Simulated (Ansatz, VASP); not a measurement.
# InAs in VASP and in Ansatz

POSCAR

```
InAs
1.0
    0.0000000000      3.0545904688      3.0545904688
    3.0240445641      0.0000000000      3.0545904688
    3.0240445641      3.0545904688      0.0000000000
In As
1 1
Direct
    0.0000000000      0.0000000000      0.0000000000
    0.2500000000      0.2500000000      0.2500000000
```

INCAR.step1

```
SYSTEM = InAs
  ALGO = Normal
  EDIFF = 1E-4
  ENCUT = 520
  GGA = PE
  ISMEAR = -1
  LASPH = .True.
  LCHARG = .False.
  LREAL = .False.
  LWAVE = .True.
  NBANDS = 16
  NELM = 60
  PREC = Accurate
  SIGMA = 0.02
```

INCAR.step2

```
SYSTEM = InAs
  ALGO = Normal
  EDIFF = 1E-6
  ENCUT = 520
  ISIF = 2
  ISMEAR = -1
  ISTART = 1
  LASPH = .True.
  LCHARG = .False.
  LMIXTAU = .True.
  LREAL = .False.
  LWAVE = .False.
  METAGGA = R2SCAN
  NBANDS = 16
  NELM = 60
  PREC = Accurate
  SIGMA = 0.02
```

File KPOINTS:

```
k-points
0
Gamma
  8 8 8
  0 0 0
```

Input for Ansatz:

```yaml
crystal:
  lattice:
    - [0.0, 3.0545904688, 3.0545904688]
    - [3.0240445641, 0.0, 3.0545904688]
    - [3.0240445641, 3.0545904688, 0.0]
  atoms:
    - { symbol: In, position: [0.0, 0.0, 0.0] }
    - { symbol: As, position: [0.25, 0.25, 0.25] }
kpoints:
  mp_grid: { grid: [8, 8, 8] }
  band_path:
    path:
      - [0.0, 0.0, 0.0]
      - [-0.5, -0.5, 0.0]
      - [-0.375, -0.375, 0.25]
      - [-0.375, 0.0, 0.375]
      - [0.0, 0.0, 0.5]
      - [-0.5, -0.25, 0.25]
      - [-0.008138, -0.008138, 0.0]
    npoints: 1
hamiltonian:
  xc: r2scan
scf:
  occupations: { method: fermi_dirac, width: 0.02 }
  n_extra_bands: 4
output:
  forces: true
  stress: true
  eigenvalues: true
  write_density: true
  write_potential: true
  elf: true
  volumetric_format: npy
```

Change from the starting cell: uniaxial_x strain -1.0%.

Alike in both runs: task single point; functional r2SCAN; k mesh 8 × 8 × 8; occupations fermi-dirac, width 0.02 eV; no spin polarisation.

```csv
,VASP,Ansatz
version,VASP 6.6.1,Ansatz 0.2.0
potentials or method,"VASP PAW PBE potentials, release 64 (In_d, As)","plane waves, PAW"
plane-wave cutoff (eV),520,500
valence electrons in the cell,18,28
```

VASP gave:

* pressure (GPa): 0.6
* largest component of the traceless stress (GPa): 0.24

**Question.** Which values does Ansatz return?

**Answer.** Pressure (GPa): 0.6; largest component of the traceless stress (GPa): 0.25.

The two sets of potentials don't hold the same shells in valence.

Caveats: the PAW data sets were made with another functional, which shifts forces and pressure a little (VASP); spin-orbit coupling is left out, which moves the levels of the heavy elements.
